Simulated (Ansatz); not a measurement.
# HfB2 (P6/mmm) in Ansatz: notebook, part 2 of 2

Ansatz 0.2.0. The steps go on from the part before.

## Step 3: Single point, PBE

File input.yaml:

```yaml
crystal:
  lattice:
    - [3.14, 0.0, 0.0]
    - [-1.57, 2.7193197679, 0.0]
    - [0.0, 0.0, 3.48]
  atoms:
    - { symbol: Hf, position: [0.0, 0.0, 0.0] }
    - { symbol: B, position: [0.6666666667, 0.3333333333, 0.5] }
    - { symbol: B, position: [0.3333333333, 0.6666666667, 0.5] }
hamiltonian:
  xc: pbe
  pseudopotentials: { kind: paw }
kpoints:
  mp_grid: { grid: [10, 10, 8] }
scf:
  occupations: { method: gaussian, width: 0.029 }
output:
  forces: true
  stress: true
  eigenvalues: true
```

Potentials or basis: Ansatz PAW.

Command:

```sh
$ ansatz run input.yaml --threads 2 --pin off --max-ram 5632MiB --backend cpu --events-out ev --progress --plain --runs-dir out
```

Standard output:

```text
Warning: RAYON_NUM_THREADS=2 ignored (pool sized by the plan → 2); use --threads N
Engine: ansatz 0.2.0, x86_64-unknown-linux-gnu
Pseudopotentials: kind: paw
Pseudopotential: Hf, paw, valence charge 26, recommended cutoff 420 eV (normal), Hf.paw.azcp
Pseudopotential: B, paw, valence charge 3, recommended cutoff 420 eV (normal), B.paw.azcp
Functional definition: PBE
  parameter kappa = 0.804
  parameter beta = 0.06672455060314922
  exchange = pbe_x(kappa = kappa, mu = beta*pi^2/3)
  correlation = pbe_c(beta = beta)
Crystal: 3 atoms, lattice volume = 29.715 Å³
[... 34 lines left out ...]
  E_hartree    = 2515.266193
  E_xc         = -367.037480
  E_vxc        = -346.333374  (∫ρ·V_xc dr)
  E_paw        = -7085.445077  (= ΣΔE_a)
  E_vpaw       = 1416.326189  (= ΣTr[D̂ρ^β])
  E_aug_tail   = -0.000008  (compensation charges beyond the density's cutoff)
  E_ewald      = -5127.002568
  E_smearing   = -0.000434  (= −TS)
  E_closure    = -0.000000  (closes the sum)
  Σ components = -16036.211014   (vs F -16036.211014, Δ=0.00e0)
--- Forces (eV/Å), atoms counted from 1 ---
  atom   1  Hf     0.00000000     0.00000000     0.00000000
  atom   2  B      0.00000000     0.00000000     0.00000000
  atom   3  B      0.00000000    -0.00000000     0.00000000
  max |Σ_I F_I| component: 3.70e-17 eV/Å
--- Stress (GPa, compression-positive) ---
        1.178782       0.000000       0.000000
        0.000000       1.178782       0.000000
        0.000000       0.000000       1.777573
  P = ⅓ Tr σ = 1.3784 GPa (13.784 kbar)
--- Band table (eV; the first three rows and the last of 70) ---
  k-point 0: bands = ["-41.2790", "-10.1430", "-9.6663", "-9.6663", "6.7626", "8.7487", "8.7640", "8.7804", "8.7804", "8.7820", "8.7820", "8.8738", "17.4965", "17.5986", "17.5986", "17.7690", "24.5129", "24.5129", "25.1396", "25.1396"]
  k-point 1: bands = ["-41.2780", "-10.1844", "-9.6633", "-9.6633", "7.0071", "8.7464", "8.7639", "8.7788", "8.7788", "8.7835", "8.7835", "8.8739", "16.0170", "17.7588", "17.7588", "19.1666", "23.1803", "23.1803", "24.6259", "24.6259"]
  k-point 2: bands = ["-41.2755", "-10.2826", "-9.6561", "-9.6561", "7.6812", "8.7442", "8.7638", "8.7712", "8.7712", "8.7911", "8.7911", "8.8739", "14.3778", "18.2214", "18.2214", "20.6612", "21.8919", "21.8919", "23.4414", "23.4414"]
  k-point 69: bands = ["-41.2182", "-10.2239", "-10.2206", "-10.0803", "8.7518", "8.7633", "8.7731", "8.7785", "8.7806", "8.7951", "8.8465", "10.9391", "11.9370", "15.0501", "17.2095", "17.3089", "24.9888", "26.0466", "26.9756", "27.4812"]
```

Wall time 0.8 s (2 threads of Intel Xeon Platinum 8488C (Sapphire Rapids), shared host); peak memory 0.39 GiB.

What came out:

```yaml
Free_energy: -16036.2110 eV
Pressure: 1.4 GPa
Band_gap_on_the_k_mesh: none (metal or under the smearing width)
```

Stress tensor (GPa, compression positive):
```
1.18 0.00 0.00
0.00 1.18 0.00
0.00 0.00 1.78
```

Spin-orbit coupling is left out, which matters for the levels of Hf.

## Step 4: Single point, PBE

input.yaml: that of step 3 with these lines changed.

```diff
@@ -15,3 +15,3 @@
 scf:
-  occupations: { method: gaussian, width: 0.029 }
+  occupations: { method: gaussian, width: 0.03 }
 output:
@@ -20 +20,5 @@
   eigenvalues: true
+  write_density: true
+  write_potential: true
+  elf: true
+  volumetric_format: npy
```

Potentials or basis: Ansatz PAW.

Command:

```sh
$ ansatz run input.yaml --threads 2 --pin off --max-ram 5632MiB --backend cpu --events-out ev --progress --plain --runs-dir out
```

Standard output:

```text
Warning: RAYON_NUM_THREADS=2 ignored (pool sized by the plan → 2); use --threads N
[... 9 set-up lines as earlier in the session ...]
Crystal: 3 atoms, lattice volume = 29.715 Å³
[... 33 lines left out ...]
  E_nonlocal   = -1221.812388
  E_hartree    = 2515.266213
  E_xc         = -367.037487
  E_vxc        = -346.333381  (∫ρ·V_xc dr)
  E_paw        = -7085.445089  (= ΣΔE_a)
  E_vpaw       = 1416.326157  (= ΣTr[D̂ρ^β])
  E_aug_tail   = -0.000008  (compensation charges beyond the density's cutoff)
  E_ewald      = -5127.002568
  E_smearing   = -0.000452  (= −TS)
  E_closure    = 0.000000  (closes the sum)
  Σ components = -16036.211029   (vs F -16036.211029, Δ=0.00e0)
--- Forces (eV/Å), atoms counted from 1 ---
  atom   1  Hf     0.00000000     0.00000000     0.00000000
  atom   2  B     -0.00000000     0.00000000     0.00000000
  atom   3  B     -0.00000000    -0.00000000     0.00000000
  max |Σ_I F_I| component: 3.70e-17 eV/Å
--- Stress (GPa, compression-positive) ---
        1.179343       0.000000       0.000000
        0.000000       1.179343       0.000000
        0.000000       0.000000       1.776659
  P = ⅓ Tr σ = 1.3784 GPa (13.784 kbar)
--- Band table (eV; the first three rows and the last of 70) ---
  k-point 0: bands = ["-41.2790", "-10.1430", "-9.6663", "-9.6663", "6.7626", "8.7487", "8.7640", "8.7804", "8.7804", "8.7820", "8.7820", "8.8738", "17.4965", "17.5986", "17.5986", "17.7690", "24.5129", "24.5129", "25.1396", "25.1396"]
  k-point 1: bands = ["-41.2780", "-10.1844", "-9.6633", "-9.6633", "7.0071", "8.7464", "8.7639", "8.7788", "8.7788", "8.7835", "8.7835", "8.8739", "16.0170", "17.7588", "17.7588", "19.1666", "23.1803", "23.1803", "24.6259", "24.6259"]
  k-point 2: bands = ["-41.2755", "-10.2826", "-9.6561", "-9.6561", "7.6812", "8.7442", "8.7638", "8.7712", "8.7712", "8.7911", "8.7911", "8.8739", "14.3778", "18.2214", "18.2214", "20.6612", "21.8919", "21.8919", "23.4414", "23.4414"]
  k-point 69: bands = ["-41.2182", "-10.2239", "-10.2206", "-10.0803", "8.7518", "8.7633", "8.7731", "8.7785", "8.7806", "8.7951", "8.8465", "10.9391", "11.9370", "15.0501", "17.2095", "17.3089", "24.9888", "26.0466", "26.9756", "27.4812"]
```

Wall time 1 s (2 threads of Intel Xeon Platinum 8488C (Sapphire Rapids), shared host); peak memory 0.4 GiB.

Results:

* Free energy: -16036.2110 eV
* Pressure: 1.4 GPa
* Band gap on the k mesh: none (metal or under the smearing width)

Spin-orbit coupling is left out, which matters for the levels of Hf.

## Step 5: Summary

| task | level | cell | smearing | gap on the mesh (eV) | pressure (GPa) |
| --- | --- | --- | --- | --- | --- |
| relaxation of cell and atoms | BLYP+D4 | relaxed | fermi-dirac 0.05 eV | none | 0.0 |
| single point | PBE | as given | gaussian 0.029 eV | none | 1.4 |
| single point | PBE | as given | gaussian 0.03 eV | none | 1.4 |

Alike in all rows: potentials or basis Ansatz PAW; no spin polarisation; k mesh 10 × 10 × 8; cutoff (eV) 420.

Caveats: the plane-wave basis is chosen anew once the cell has moved, so the energies of steps on either side of that aren't comparable (some runs); pairwise dispersion overbinds metals, which lowers pressure and volume (some runs); the PAW data sets come from PBE, with cores solved anew for the run's functional, which leaves a small shift of forces and pressure (some runs).

Absolute energies hang on the potentials; compare differences alone.
